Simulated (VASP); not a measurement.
# TePb (Fm-3m) in VASP: further runs, part 3 of 3

VASP 6.6.1.

## 4. Relaxation of cell and atoms, r2SCAN

File POSCAR:

```
TePb
1.0
    0.0000000000      3.2310000000      3.2310000000
    3.2310000000      0.0000000000      3.2310000000
    3.2310000000      3.2310000000      0.0000000000
Pb Te
1 1
Direct
    0.0000000000      0.0000000000      0.0000000000
    0.5000000000      0.5000000000      0.5000000000
```

File INCAR.step1:

```
PREC = Accurate ; ENCUT = 600
ISMEAR = -1 ; SIGMA = 0.05
LREAL = F ; LASPH = T
NELM = 80 ; GGA = PE
ALGO = Normal ; EDIFF = 1E-4
LWAVE = T ; LCHARG = F
```

File INCAR.step2:

```
PREC = Accurate ; ENCUT = 600
EDIFF = 1E-7 ; ISMEAR = -1
SIGMA = 0.05 ; LREAL = F
LASPH = T ; NELM = 80
ALGO = Normal ; ISIF = 3
LWAVE = F ; LCHARG = F
METAGGA = R2SCAN ; LMIXTAU = T
IBRION = 2 ; NSW = 60
EDIFFG = -0.01 ; ISTART = 1
```

File KPOINTS:

```
Automatic mesh
0
Gamma
  7 7 7
```

Potentials or basis: VASP PAW PBE potentials, release 64 (Pb_d, Te).

Launch:

```console
> cat potpaw_PBE.64/Pb_d/POTCAR potpaw_PBE.64/Te/POTCAR > POTCAR
> cp INCAR.step1 INCAR
> mpirun -np 1 vasp_std > vasp.out
> cp INCAR.step2 INCAR
> mpirun -np 1 vasp_std > vasp.out
```

OUTCAR:

```text
PREC = Accurate
   ENCUT = 600
   EDIFF = 1E-7
   ISMEAR = -1
   LREAL = F
   LASPH = T
   NELM = 80
   ISIF = 3
   METAGGA = R2SCAN
   IBRION = 2
   NSW = 60
   EDIFFG = -0.01
   ISTART = 1

 ion  position               nearest neighbor table
   1  0.000  0.000  0.000-   2 3.23   2 3.23   2 3.23   2 3.23   2 3.23   2 3.23
   2  0.500  0.500  0.500-   1 3.23   1 3.23   1 3.23   1 3.23   1 3.23   1 3.23

  LATTYP: Found a face centered cubic cell.
 ALAT       =     6.4620000000

  Lattice vectors:

 A1 = (   0.0000000000,   3.2310000000,   3.2310000000)
 A2 = (   3.2310000000,   0.0000000000,   3.2310000000)
 A3 = (   3.2310000000,   3.2310000000,   0.0000000000)

Analysis of symmetry for initial positions (statically):
=====================================================================
 Subroutine PRICEL returns:
 Original cell was already a primitive cell.

 Routine SETGRP: Setting up the symmetry group for a
 face centered cubic supercell.

 Subroutine GETGRP returns: Found 48 space group operations
 (whereof 48 operations were pure point group operations)
 out of a pool of 48 trial point group operations.

The static configuration has the point symmetry O_h .

Analysis of symmetry for dynamics (positions and initial velocities):
=====================================================================
 Subroutine PRICEL returns:
 Original cell was already a primitive cell.

 Routine SETGRP: Setting up the symmetry group for a
 face centered cubic supercell.

 Subroutine GETGRP returns: Found 48 space group operations
 (whereof 48 operations were pure point group operations)
 out of a pool of 48 trial point group operations.

The dynamic configuration has the point symmetry O_h .

 Subroutine INISYM returns: Found 48 space group operations
 (whereof 48 operations are pure point group operations),
 and found     1 'primitive' translations

----------------------------------------------------------------------------------------

                                     Primitive cell

  volume of cell :      67.4592

  direct lattice vectors                    reciprocal lattice vectors
     0.000000000  3.231000000  3.231000000    -0.154750851  0.154750851  0.154750851
     3.231000000  0.000000000  3.231000000     0.154750851 -0.154750851  0.154750851
     3.231000000  3.231000000  0.000000000     0.154750851  0.154750851 -0.154750851

  length of vectors
     4.569324020  4.569324020  4.569324020     0.268036337  0.268036337  0.268036337

  position of ions in fractional coordinates (direct lattice)
     0.000000000  0.000000000  0.000000000
     0.500000000  0.500000000  0.500000000

  ion indices of the primitive-cell ions
   primitive index   ion index
                 1           1
                 2           2

----------------------------------------------------------------------------------------

 KPOINTS: Automatic mesh

Automatic generation of k-mesh.
 Grid dimensions read from file:
 generate k-points for:    7    7    7

 Generating k-lattice:

  Cartesian coordinates                     Fractional coordinates (reciprocal lattice)
    -0.022107264  0.022107264  0.022107264     0.142857143  0.000000000  0.000000000
     0.022107264 -0.022107264  0.022107264     0.000000000  0.142857143  0.000000000
     0.022107264  0.022107264 -0.022107264     0.000000000  0.000000000  0.142857143

  Length of vectors
     0.038290905  0.038290905  0.038290905

  Shift w.r.t. Gamma in fractional coordinates (k-lattice)
     0.000000000  0.000000000  0.000000000

 Subroutine IBZKPT returns following result:
 ===========================================

 Found     20 irreducible k-points:

 Following reciprocal coordinates:
            Coordinates               Weight
  0.000000  0.000000  0.000000      1.000000
  0.142857  0.000000  0.000000      8.000000
  0.285714  0.000000  0.000000      8.000000
  0.428571  0.000000  0.000000      8.000000
  0.142857  0.142857  0.000000      6.000000
  0.285714  0.142857  0.000000     24.000000
[... 12 lines left out ...]
 -0.428571  0.428571  0.142857     24.000000
 -0.285714  0.428571  0.142857     24.000000
   k-points           NKPTS =     20   k-points in BZ     NKDIM =     20   number of bands    NBANDS=     14
   number of dos      NEDOS =    301   number of ions     NIONS =      2
   total plane-waves  NPLWV =  64000
   dimension x,y,z NGX =    40 NGY =   40 NGZ =   40
   dimension x,y,z NGXF=    80 NGYF=   80 NGZF=   80
   ions per type =               1   1
   NGX,Y,Z   is equivalent  to a cutoff of  14.55, 14.55, 14.55 a.u.
   NGXF,Y,Z  is equivalent  to a cutoff of  29.11, 29.11, 29.11 a.u.
 SYSTEM =  unknown system
   PREC   = accura    normal or accurate (medium, high low for compatibility)
   ISTART =      1    job   : 0-new  1-cont  2-samecut
   ICHARG =      0    charge: 1-file 2-atom 10-const
   ISPIN  =      1    spin polarized calculation?
   LNONCOLLINEAR =      F non collinear calculations
   LSORBIT =      F    spin-orbit coupling
   LASPH  =      T    aspherical Exc in radial PAW
   ENCUT  =  600.0 eV  44.10 Ry    6.64 a.u.   9.13  9.13  9.13*2*pi/ulx,y,z
   NELM   =     80;   NELMIN=  2; NELMDL=  0     # of ELM steps
   EDIFF  = 0.1E-06   stopping-criterion for ELM
   LREAL  =      F    real-space projection
   EDIFFG = -.1E-01   stopping-criterion for IOM
   NSW    =     60    number of steps for IOM
   IBRION =      2    ionic relax: 0-MD 1-quasi-New 2-CG
   NFREE  =      1    steps in history (QN), initial steepest desc. (CG)
   ISIF   =      3    stress and relaxation
   ISYM   =      2    0-nonsym 1-usesym 2-fastsym
   POTIM  = 0.5000    time-step for ionic-motion
   TEBEG  =    0.0;   TEEND  =   0.0 temperature during run
   PSTRESS=    0.0 pullay stress
   NELECT =      20.0000    total number of electrons
   NUPDOWN=      -1.0000    fix difference up-down
   EMIN   =  10.00;   EMAX   =-10.00  energy-range for DOS
   EFERMI =   0.00;   METHOD = LEGACY
   ISMEAR =    -1;   SIGMA  =   0.05  broadening in eV -4-tet -1-fermi 0-gaus
   EFERMI_NEDOS =   21; number of points for ismear=-14 and -15
   IALGO  =     38    algorithm
   IMIX   =      4    mixing-type and parameters
     AMIX     =   0.40;   BMIX     =  1.00
     AMIX_MAG =   1.60;   BMIX_MAG =  1.00
  volume/ion in A,a.u.               =      33.73       227.62
  Fermi-wavevector in a.u.,A,eV,Ry     =   1.091619  2.062861 16.213147  1.191633
  Thomas-Fermi vector in A             =   2.227868
   LORBIT       =      0    0 simple, 1 ext, 2 COOP (PROOUT), +10 PAW based schemes
   METAGGA = R2SCAN    functional components
   LHFCALC =     F    Hartree Fock is set to
   AEXX    =    0.0000 exact exchange contribution
   IVDW    =     0    specifies the selected vdW correction
   LEPSILON=     F    determine dielectric tensor
   LRPA    =     F    only Hartree local field effects (RPA)
 conjugate gradient relaxation of ions
 non-spin polarized calculation
  energy-cutoff  :      600.00
  volume of cell :       67.46
 maximum number of plane-waves:      2259
 NGX is ok and might be reduce to    40
   NGX = 19   NGY = 19   NGZ = 19

--------------------------------------- Ionic step        1  -------------------------------------------

 number of electron      19.9999998 magnetization

 Free energy of the ion-electron system (eV)
  ---------------------------------------------------
  ext. energy  EPLUGINS =         0.00000000
  ---------------------------------------------------
  free energy    TOTEN  =       -82.69621443 eV

  energy without entropy =      -82.69621421  energy(sigma->0) =      -82.69621432

------------------------ aborting loop because EDIFF is reached ----------------------------------------

  FORCE on cell =-STRESS in cart. coord.  units (eV):
  Direction    XX          YY          ZZ          XY          YZ          ZX
  --------------------------------------------------------------------------------------
  -------------------------------------------------------------------------------------
  Total        0.6490920      0.6490920      0.6490920      0.0000000     -0.0000000      0.0000000
  in kB       15.4161504     15.4161504     15.4161504      0.0000000     -0.0000000      0.0000000
  external PRESSURE =      15.4161504 kB  Pullay stress =       0.0000000 kB
[... 57 lines left out ...]
  energy  without entropy=      -82.7054566340  energy(sigma->0) =      -82.70545669

--------------------------------------- Ionic step        3  -------------------------------------------

 number of electron      20.0000001 magnetization

 Free energy of the ion-electron system (eV)
  ---------------------------------------------------
  ext. energy  EPLUGINS =         0.00000000
  ---------------------------------------------------
  free energy    TOTEN  =       -82.70697835 eV

  energy without entropy =      -82.70697821  energy(sigma->0) =      -82.70697828

 E-fermi :   5.6537     XC(G=0):  -9.6544

 val. band max:        4.9878287629   @ k =   0.4286   0.0000   0.0000
 cond. band min:       6.3103743630   @ k =   0.4286   0.0000   0.0000
 fundamental gap:      1.3225456001
 Fermi energy:         5.6537211136

 k-point     1 :       0.0000    0.0000    0.0000
  band No.  band energies     occupation
      1     -12.2434      2.00000
      2     -12.2434      2.00000
      3     -12.2342      2.00000
      4     -12.2342      2.00000
      5     -12.2342      2.00000
      6      -7.1527      2.00000
      7      -0.6469      2.00000
      8       3.7167      2.00000
      9       3.7167      2.00000
     10       3.7167      2.00000
     11       9.3895      0.00000
     12       9.3895      0.00000
     13       9.3895      0.00000
     14      11.3380      0.00000
[... 350 lines left out ...]
  FREE ENERGIE OF THE ION-ELECTRON SYSTEM (eV)
  ---------------------------------------------------
  free  energy   TOTEN  =       -82.7069783483 eV

  energy  without entropy=      -82.7069782132  energy(sigma->0) =      -82.70697828

 reached required accuracy - stopping structural energy minimisation
```

OUTCAR.step1:

```text
PREC = Accurate
   ENCUT = 600
   ISMEAR = -1
   LREAL = F
   LASPH = T
   NELM = 80
[... 552 lines left out ...]
 -----------------------------------------------------------------------------------
      0.00000      0.00000      0.00000         0.000000      0.000000      0.000000
      3.23100      3.23100      3.23100         0.000000     -0.000000     -0.000000
 -----------------------------------------------------------------------------------
    total drift:                                0.000000     -0.000000     -0.000000

  FREE ENERGIE OF THE ION-ELECTRON SYSTEM (eV)
  ---------------------------------------------------
  free  energy   TOTEN  =        -7.5026211241 eV

  energy  without entropy=       -7.5026186320  energy(sigma->0) =       -7.50261988
```

Wall time 10 min (1 thread of AMD EPYC 7R43 (Zen 3), shared host); peak memory 0.24 GiB.

Results:

| Property | Result |
| --- | --- |
| Free energy | -82.7070 eV |
| Relaxed volume | 34.88 Å³/atom |
| Relaxed cell | a = 4.621 Å, b = 4.621 Å, c = 4.621 Å, α = 60.00°, β = 60.00°, γ = 60.00° |
| Space group after relaxing (to 0.05 Å) | Fm-3m (No. 225) |
| Energy gained by relaxing | 5.4 meV/atom |
| Ionic steps | 3 |
| Pressure after relaxing | 0.0 GPa |

Step by step:
| step | energy change (eV) | largest force (eV/Å) | pressure (GPa) | volume (Å³) |
| --- | --- | --- | --- | --- |
| 1 | 0.0000 | 0.0000 | 1.54 | 67.46 |
| 2 | -0.0092 | 0.0000 | -0.53 | 70.68 |
| 3 | -0.0108 | 0.0000 | 0.01 | 69.77 |

Final structure:
```
CELL_PARAMETERS angstrom
0.00000 3.26744 3.26744
3.26744 0.00000 3.26744
3.26744 3.26744 0.00000
ATOMIC_POSITIONS crystal
Pb 0.00000 0.00000 0.00000
Te 0.50000 0.50000 0.50000
```

Levels at points of the mesh, in eV from the Fermi level:
```tsv
k point	band 7	band 8	band 9	band 10	band 11	band 12	band 13	band 14
(0.00, 0.00, 0.00)	-6.30	-1.94	-1.94	-1.94	3.74	3.74	3.74	5.68
```

Caveat: this odd mesh misses L, where the gap lies, so gap, dielectric constants and Born charges aren't listed; the PAW data sets were made with another functional, which shifts forces and pressure a little; spin-orbit coupling is left out, which moves the levels of the heavy elements.

## 5. Single point, PBE

File INCAR:

```
SYSTEM = TePb
PREC = Accurate
ENCUT = 500
EDIFF = 1E-6
ISMEAR = -1
SIGMA = 0.02
LREAL = .False.
LASPH = .True.
NELM = 120
ALGO = Normal
ISIF = 2
LWAVE = .False.
LCHARG = .True.
GGA = PE
LELF = .True.
LVHAR = .True.
NBANDS = 17
GGA_COMPAT = .False.
```

File KPOINTS:

```
regular mesh
0
Gamma
  3 3 3
  0 0 0
```

POSCAR is that of step 4.

Launch:

```console
> cat potpaw_PBE.64/Pb_d/POTCAR potpaw_PBE.64/Te/POTCAR > POTCAR
> mpirun -np 1 vasp_std > vasp.out
```

Wall time 7.2 s (1 thread of Intel Xeon 6975P-C (Granite Rapids), shared host); peak memory 0.2 GiB.

The run converged. Its results:

```yaml
Free_energy: -7.5493 eV
Pressure: 2.0 GPa
```

Levels at points of the mesh, in eV from the Fermi level:
```tsv
k point	band 8	band 9	band 10	band 11	band 12	band 13
(0.00, 0.00, 0.00)	-1.44	-1.44	-1.44	3.99	3.99	3.99
```

Caveat: the k points lie up to 0.56 Å⁻¹ apart; this odd mesh misses L, where the gap lies, so gap, dielectric constants and Born charges aren't listed; spin-orbit coupling is left out, which moves the levels of the heavy elements.

## 6. Overview

| task | level | cell | k mesh | cutoff (eV) | smearing | pressure (GPa) | relaxed volume (Å³/atom) |
| --- | --- | --- | --- | --- | --- | --- | --- |
| single point | PBE | as given | 10 × 10 × 10 | 520 | fermi-dirac 0.05 eV | 2.1 | - |
| relaxation of cell and atoms | PBEsol+D3(BJ) | relaxed | 7 × 7 × 7 | 600 | fermi-dirac 0.05 eV | 0.0 | 32.00 |
| relaxation of cell and atoms | r2SCAN | relaxed | 7 × 7 × 7 | 600 | fermi-dirac 0.05 eV | 0.0 | 34.88 |
| single point | PBE | as given | 3 × 3 × 3 | 500 | fermi-dirac 0.02 eV | 2.0 | - |

Alike in all rows: potentials or basis VASP PAW PBE potentials, release 64 (Pb_d, Te); no spin polarisation.

Caveats: some runs use coarse meshes; spin-orbit coupling is left out, which moves the levels of the heavy elements; the PAW data sets were made with another functional, which shifts forces and pressure a little (some runs).

Total energies depend on the potentials used, so only differences within one code and one set of settings carry meaning.

## 7. How close it comes

Step 2. A measured gap of TePb is 0.19 eV (direct; 4.2 K; a printed reference work, monograph); the calculated 0.74 eV misses it by +0.55 eV. Spin-orbit coupling on Pb, Te is left out. The value is that of PBE on a finite k mesh, which can miss the band edges, without temperature or zero-point motion.
